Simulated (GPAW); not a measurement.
# ZnS (F-43m) in GPAW: reference runs

How does ZnS come out in PBE? The cell is run as given and disturbed.

Everything below comes from runs of GPAW 26.7.0. Logs are shortened: lines on timing, memory, paths and dates and some standing lists are left out, and cuts for length are marked. The log counts tension as positive stress, the text compression.

**Measured values to compare with.**

From “Electronic, vibrational, and thermodynamic properties of ZnS (zincblende and rocksalt structure)”, 2009, arxiv:0911.5022, for a bulk crystal of ZnS at 19 K: band gap 3.85 eV (direct).

The results are compared with them further down.

### Step 1. Starting point

The structure is cubic, space group F-43m (No. 216). The conventional cell has a = 5.404 Å, b = 5.404 Å, c = 5.404 Å, α = 90.00°, β = 90.00°, γ = 90.00°. Around Zn (site symmetry -43m) lie 4 S at 2.34 Å. Around S (site symmetry -43m) lie 4 Zn at 2.34 Å.

### Step 2. Single point, PBE

File run.py:

```python
from ase import Atoms
from ase.dft.bandgap import bandgap
from ase.io import write
from ase.units import Bohr, GPa
from gpaw import GPAW, PW
from gpaw.elf import elf_from_dft_calculation

atoms = Atoms(['Zn', 'S'],
              cell=[[0.0, 2.702, 2.702],
                    [2.702, 0.0, 2.702],
                    [2.702, 2.702, 0.0]],
              scaled_positions=[[0.75, 0.75, 0.75],
                                [0.0, 0.0, 0.0]],
              pbc=True)

calc = GPAW(mode=PW(600),
            xc='PBE',
            kpts={'size': (9, 9, 9), 'gamma': True},
            occupations={'name': 'fermi-dirac', 'width': 0.05},
            nbands=18,
            convergence={'density': 1e-05, 'energy': 1e-05},
            maxiter=150,
            txt='gpaw.txt')
atoms.calc = calc
energy = atoms.get_potential_energy()
forces = atoms.get_forces()
stress = atoms.get_stress()
calc.write('gs.gpw')
write('result.traj', atoms)
print(f'Energy: {energy:.6f} eV')
print('Forces (eV/A):')
print(forces.round(4))
print('Stress (GPa):', (stress / GPa).round(3))
print('Fermi level:', round(calc.get_fermi_level(), 4), 'eV')
print(f'Gap: {bandgap(calc)[0]:.4f} eV, direct: {bandgap(calc, direct=True)[0]:.4f} eV')

# fields on the real-space grid
write('density.cube', atoms, data=calc.get_pseudo_density() * Bohr**3)
write('potential.cube', atoms, data=calc.get_electrostatic_potential())
write('elf.cube', atoms, data=elf_from_dft_calculation(calc).data)
```

Potentials or basis: GPAW PAW data sets (gpaw-data 1.2.1), pw.

Run with:

```bash
$ OMP_NUM_THREADS=1 python run.py
```

gpaw.txt:

```text
__  _  _
 | _ |_)|_||  |
 |__||  | ||/\| - 26.7.0

Input parameters:
  mode=PW(ecut=600.0),
  convergence={'density': 1e-05, 'energy': 1e-05},
  kpts=MonkhorstPack(size=(9, 9, 9), gamma=True),
  maxiter=150,
  nbands=18,
  occupations=Occupations(name='fermi-dirac', width=0.05),
  xc=XC(name='PBE')

Diagonalizing LCAO Hamiltonian
Converting LCAO to pw mode

                    Zn

       S

Atoms  # Å, Bohr magnetons
|   | symbol |        x |        y |        z |    initial magnetic moments |
|---|--------|----------|----------|----------|-----------------------------|
| 0 |     Zn | 4.053000 | 4.053000 | 4.053000 | ( 0.0000,  0.0000,  0.0000) |
| 1 |      S | 0.000000 | 0.000000 | 0.000000 | ( 0.0000,  0.0000,  0.0000) |

Unit cell  # Å
| periodic |        x |        y |        z |  lengths |    angles |
|----------|----------|----------|----------|----------|-----------|
|      yes | 0.000000 | 2.702000 | 2.702000 | 3.821205 | 60.000000 |
|      yes | 2.702000 | 0.000000 | 2.702000 | 3.821205 | 60.000000 |
|      yes | 2.702000 | 2.702000 | 0.000000 | 3.821205 | 60.000000 |

Number of symmetries: 24
Symmetry operations  # r_c * U_cc + t_c -> r_c
|    | kind |            matrix            |
|----|------|------------------------------|
|  0 |  E   |  1, 0, 0,  0, 1, 0,  0, 0, 1 |
|  1 |  σ   |  1, 0, 0,  0, 0, 1,  0, 1, 0 |
|  2 |  σ   |  1, 0,-1,  0, 1,-1,  0, 0,-1 |
|  3 |  C3  |  1, 0,-1,  0, 0,-1,  0, 1,-1 |
|  4 |  C3  |  1,-1, 0,  0,-1, 1,  0,-1, 0 |
|  5 |  σ   |  1,-1, 0,  0,-1, 0,  0,-1, 1 |
|  6 |  σ   |  0, 1, 0,  1, 0, 0,  0, 0, 1 |
|  7 |  C3  |  0, 1, 0,  0, 0, 1,  1, 0, 0 |
|  8 |  C2  |  0, 1,-1,  1, 0,-1,  0, 0,-1 |
|  9 |  S4  |  0, 1,-1,  0, 0,-1,  1, 0,-1 |
| 10 |  C3  |  0, 0, 1,  1, 0, 0,  0, 1, 0 |
| 11 |  σ   |  0, 0, 1,  0, 1, 0,  1, 0, 0 |
| 12 |  S4  |  0, 0,-1,  1, 0,-1,  0, 1,-1 |
| 13 |  C3  |  0, 0,-1,  0, 1,-1,  1, 0,-1 |
| 14 |  S4  |  0,-1, 1,  1,-1, 0,  0,-1, 0 |
| 15 |  C2  |  0,-1, 1,  0,-1, 0,  1,-1, 0 |
| 16 |  C3  |  0,-1, 0,  1,-1, 0,  0,-1, 1 |
| 17 |  S4  |  0,-1, 0,  0,-1, 1,  1,-1, 0 |
| 18 |  S4  | -1, 1, 0, -1, 0, 1, -1, 0, 0 |
| 19 |  C3  | -1, 1, 0, -1, 0, 0, -1, 0, 1 |
| 20 |  C3  | -1, 0, 1, -1, 1, 0, -1, 0, 0 |
| 21 |  S4  | -1, 0, 1, -1, 0, 0, -1, 1, 0 |
| 22 |  σ   | -1, 0, 0, -1, 1, 0, -1, 0, 1 |
| 23 |  C2  | -1, 0, 0, -1, 0, 1, -1, 1, 0 |

BZ-sampling:
  Number of BZ points: 729
  Number of IBZ points: 35

  Monkhorst-Pack size: [9, 9, 9]
  Monkhorst-Pack shift: [0, 0, 0]

K-points  # in reciprocal-cell coordinates
|     |                                coordinates |     weight |
|-----|--------------------------------------------|------------|
|   0 | (  0.00000000,   0.00000000,   0.00000000) | 0.00137174 |
|   1 | (  0.11111111,   0.11111111,   0.00000000) | 0.00823045 |
|   2 | (  0.11111111,   0.11111111,   0.11111111) | 0.01097394 |
|   3 | (  0.22222222,   0.11111111,   0.11111111) | 0.01646091 |
|   4 | (  0.22222222,   0.22222222,   0.00000000) | 0.00823045 |
|   5 | (  0.22222222,   0.22222222,   0.11111111) | 0.03292181 |
|   6 | (  0.22222222,   0.22222222,   0.22222222) | 0.01097394 |
|   7 | (  0.33333333,   0.22222222,   0.11111111) | 0.03292181 |
|   8 | (  0.33333333,   0.22222222,   0.22222222) | 0.03292181 |
|   9 | (  0.33333333,   0.33333333,  -0.33333333) | 0.01646091 |
| ... |                                            |            |
|  34 | (  0.44444444,   0.44444444,   0.44444444) | 0.01097394 |

Plane wave coefficients: 1363
Cutoff: 600.0 eV

Spin-components: 1 (collinear spins)
Bands:           18
Projectors:      11
Spin-degeneracy: 2
Datatype:        complex128

Density:
  Valence electrons: 18.0
  Components: 1
  Grid points: [24 24 24]
  Charge: 0.0  # |e|

Potential:
  Grid points: [24 24 24]

species:
  Zn:
    name:    Zinc
    Z:       30.0
    valence: 12
    core:    18
    charge:  0.0  # [|e|]
    compensation charges:
      type: gauss
      rc: 0.37  # [Å]
      lmax: 2
    cutoffs:
      filter: 2.14  # [Å]
      core: 2.28  # [Å]
    projectors
    | kind |    occ | energy [eV] | rcut [Å] |
    |------|--------|-------------|----------|
    |   4s |  2.000 |      -5.977 |    1.286 |
    |   4p |  0.000 |      -1.117 |    1.270 |
    |   3d | 10.000 |     -10.142 |    1.180 |
    |    s |        |      21.234 |    1.286 |
    |    p |        |      26.095 |    1.270 |
    |    d |        |      17.070 |    1.180 |

    Using partial waves for Zn as LCAO basis

  S:
    name:    Sulfur
    Z:       16.0
    valence: 6
    core:    10
    charge:  0.0  # [|e|]
    compensation charges:
      type: gauss
      rc: 0.24  # [Å]
      lmax: 2
    cutoffs:
      filter: 1.77  # [Å]
      core: 1.66  # [Å]
    projectors
    | kind |    occ | energy [eV] | rcut [Å] |
    |------|--------|-------------|----------|
    |   3s |  2.000 |     -17.254 |    0.974 |
    |   3p |  4.000 |      -7.008 |    0.979 |
    |    s |        |       9.957 |    0.974 |
    |    p |        |      20.203 |    0.979 |
    |    d |        |       0.000 |    0.900 |

    Using partial waves for S as LCAO basis

Reference energy: -59718.946550  # eV

eigensolver:
  PPCG
  Converge bands: occupied
  niter=2

density mixing:
  MSR1-Mixer
  Pratt-step length: 0.05
  Maximum mixing coefficient: 0.75
  Old densities: 10
  SVD Regularization: 0.005
  Good broyden scale: 1.0
  Trust region scale: 1.0
  Backstep threshold: 4.0
  History deletion threshold: 6.0
  Fourier metric: weight=20.0, sigma=0.015

occupation numbers:
  Fermi-Dirac:
    width: 0.0500  # eV

poisson solver:
  ecut: 4800.0  # eV

xc functional:
  name: PBE with 2 nearest neighbor stencil

convergence criteria:
- Maximum integral of absolute [dens]ity change: 1e-05 electrons / valence electron
- Maximum [total energy] change in last 3 cyles: 1e-05 eV / valence electron
- Maximum integral of absolute [eigenst]ate change: 4e-08 eV^2 / valence electron
maximum number of iterations: 150

SCF iterations
|iter     | |      energy | eigst |  dens |
|---------|-|-------------|-------|-------|
|iter:   1| |   -7.291913 | -0.09 |       |
|iter:   2| |   -7.205643 | -1.80 | -1.18 |
|iter:   3| |   -6.921237 | -1.50 | -1.23 |
|iter:   4| |   -6.921903 | -2.66 | -1.79 |
|iter:   5| |   -6.923390 | -3.64 | -2.23 |
|iter:   6| |   -6.923337 | -4.30 | -3.00 |
|iter:   7| |   -6.923362c| -5.20 | -3.52 |
|iter:   8| |   -6.923369c| -5.86 | -3.87 |
|iter:   9| |   -6.923369c| -8.04c| -4.90 |
|iter:  10| |   -6.923369c| -7.59c| -5.36c|

Converged in 10 steps
Energy contributions relative to reference atoms: (reference = -59718.946550)

Energy contributions:
  Kinetic:          10.974489
  Coulomb:          -9.307937
  Zero:              0.056342
  External:          0.000000
  Xc:               -8.646264
  Entropy:          -0.000000
  Spinorbit:         0.000000
  ----------------------------
  Free energy:      -6.923369
  Extrapolated:     -6.923369

dipole moment: (-14.590608, -14.590608, -14.590608)  # |e|*Ang

Fermi level: 4.697
Eigenvalues  # (at kpt = [0.000, 0.000, 0.000])
| band index |      eig [eV] | occ [0-2] |
|------------|---------------|-----------|
|          0 |        -9.388 |     2.000 |
|          1 |        -2.563 |     2.000 |
|          2 |        -2.563 |     2.000 |
|          3 |        -2.563 |     2.000 |
|          4 |        -2.069 |     2.000 |
|          5 |        -2.069 |     2.000 |
[... 10 lines left out ...]
|         16 |        18.294 |     0.000 |
|         17 |        18.294 |     0.000 |

Gap: 2.104 eV
Transition (v -> c):
  (s=0, k=0, n=8, [0.00, 0.00, 0.00]) -> (s=0, k=0, n=9, [0.00, 0.00, 0.00])
No difference between direct/indirect transitions

Forces  # eV/Ang
|       x |        y |        z |
|---------|----------|----------|
| 0.00000 | -0.00000 |  0.00000 |  # Zn   0
| 0.00000 |  0.00000 | -0.00000 |  # S    1

Stress tensor  # eV/Ang^3
|         x |         y |         z |
|-----------|-----------|-----------|
| -0.010136 |  0.000000 | -0.000000 |
|  0.000000 | -0.010136 |  0.000000 |
| -0.000000 |  0.000000 | -0.010136 |

# Writing to gs.gpw (mode='')
```

It took 23 s on 1 thread of Arm Neoverse V1, shared host; peak memory 0.16 GiB.

Results:

- Free energy: -6.9234 eV
- Pressure: 1.6 GPa
- Band gap on the k mesh: 2.10 eV, direct

### Step 3. Single point, PBE (atoms moved at random, drawn with an rms of 0.05 Å)

Changes to run.py since step 2:

```diff
@@ -3,5 +3,4 @@
 from ase.io import write
-from ase.units import Bohr, GPa
+from ase.units import GPa
 from gpaw import GPAW, PW
-from gpaw.elf import elf_from_dft_calculation
 
@@ -11,4 +10,4 @@
                     [2.702, 2.702, 0.0]],
-              scaled_positions=[[0.75, 0.75, 0.75],
-                                [0.0, 0.0, 0.0]],
+              scaled_positions=[[0.739719, 0.743732, 0.747796],
+                                [-0.009039, 0.011854, -0.011851]],
               pbc=True)
@@ -35,6 +34 @@
 print(f'Gap: {bandgap(calc)[0]:.4f} eV, direct: {bandgap(calc, direct=True)[0]:.4f} eV')
-
-# fields on the real-space grid
-write('density.cube', atoms, data=calc.get_pseudo_density() * Bohr**3)
-write('potential.cube', atoms, data=calc.get_electrostatic_potential())
-write('elf.cube', atoms, data=elf_from_dft_calculation(calc).data)
```

Potentials or basis: GPAW PAW data sets (gpaw-data 1.2.1), pw.

Run with:

```bash
$ OMP_NUM_THREADS=1 python run.py
```

gpaw.txt:

```text
__  _  _
 | _ |_)|_||  |
 |__||  | ||/\| - 26.7.0

Input parameters:
  mode=PW(ecut=600.0),
  convergence={'density': 1e-05, 'energy': 1e-05},
  kpts=MonkhorstPack(size=(9, 9, 9), gamma=True),
  maxiter=150,
  nbands=18,
  occupations=Occupations(name='fermi-dirac', width=0.05),
  xc=XC(name='PBE')

Diagonalizing LCAO Hamiltonian
Converting LCAO to pw mode

                    Zn

       S

Atoms  # Å, Bohr magnetons
|   | symbol |        x |         y |        z |    initial magnetic moments |
|---|--------|----------|-----------|----------|-----------------------------|
| 0 |     Zn | 4.030109 |  4.019266 | 4.008285 | ( 0.0000,  0.0000,  0.0000) |
| 1 |      S | 0.000008 | -0.056445 | 0.007606 | ( 0.0000,  0.0000,  0.0000) |

Unit cell  # Å
| periodic |        x |        y |        z |  lengths |    angles |
|----------|----------|----------|----------|----------|-----------|
|      yes | 0.000000 | 2.702000 | 2.702000 | 3.821205 | 60.000000 |
|      yes | 2.702000 | 0.000000 | 2.702000 | 3.821205 | 60.000000 |
|      yes | 2.702000 | 2.702000 | 0.000000 | 3.821205 | 60.000000 |

Number of symmetries: 1
[... 147 lines left out ...]

Energy contributions:
  Kinetic:          11.057935
  Coulomb:          -9.370563
  Zero:              0.055905
  External:          0.000000
  Xc:               -8.654773
  Entropy:          -0.000000
  Spinorbit:         0.000000
  ----------------------------
  Free energy:      -6.911496
  Extrapolated:     -6.911496

dipole moment: (2.631250, 19.162706, 2.646726)  # |e|*Ang

Fermi level: 4.705
Eigenvalues  # (at kpt = [0.000, 0.000, 0.000])
| band index |      eig [eV] | occ [0-2] |
|------------|---------------|-----------|
|          0 |        -9.391 |     2.000 |
|          1 |        -2.619 |     2.000 |
|          2 |        -2.559 |     2.000 |
|          3 |        -2.532 |     2.000 |
|          4 |        -2.076 |     2.000 |
|          5 |        -2.075 |     2.000 |
[... 10 lines left out ...]
|         16 |        18.180 |     0.000 |
|         17 |        18.292 |     0.000 |

Gap: 2.065 eV
Transition (v -> c):
  (s=0, k=0, n=8, [0.00, 0.00, 0.00]) -> (s=0, k=0, n=9, [0.00, 0.00, 0.00])
No difference between direct/indirect transitions

Forces  # eV/Ang
|        x |        y |        z |
|----------|----------|----------|
|  0.16550 | -0.16460 |  0.32335 |  # Zn   0
| -0.16550 |  0.16460 | -0.32335 |  # S    1

Stress tensor  # eV/Ang^3
|         x |         y |         z |
|-----------|-----------|-----------|
| -0.011144 |  0.008116 | -0.004070 |
|  0.008116 | -0.011146 |  0.004092 |
| -0.004070 |  0.004092 | -0.010657 |

# Writing to gs.gpw (mode='')
```

Run time: 3.6 min. Hardware: 1 thread of Arm Neoverse V1, shared host; peak memory 0.39 GiB.

Results:

```yaml
Free_energy: -6.9115 eV
Pressure: 1.8 GPa
Largest_force: 0.399 eV/Å
Band_gap_on_the_k_mesh: 2.06 eV, direct
```

Forces in eV/Å, atoms in the order of the input:
```
Zn   0.165 -0.165  0.323
S   -0.165  0.165 -0.323
```

Stress tensor (GPa, compression positive):
```
 1.79 -1.30  0.65
-1.30  1.79 -0.66
 0.65 -0.66  1.71
```

Levels at points of the mesh, in eV from the valence-band top:
```
           k point  band 7  band 8  band 9  band 10  band 11  band 12
(0.00, 0.00, 0.00)   -0.11   -0.02    0.00     2.06     6.31     6.32
```

### Step 4. Comparison with measurements

Step 2. Measured gap of ZnS: 3.85 eV (direct; 19 K; quoted in “Electronic, vibrational, and thermodynamic properties of ZnS (zincblende and rocksalt structure)”, 2009, arxiv:0911.5022). This calculation gives 2.10 eV (-1.75 eV). The value is that of PBE, without temperature or zero-point motion. Semilocal functionals fall short of measured gaps as a rule.
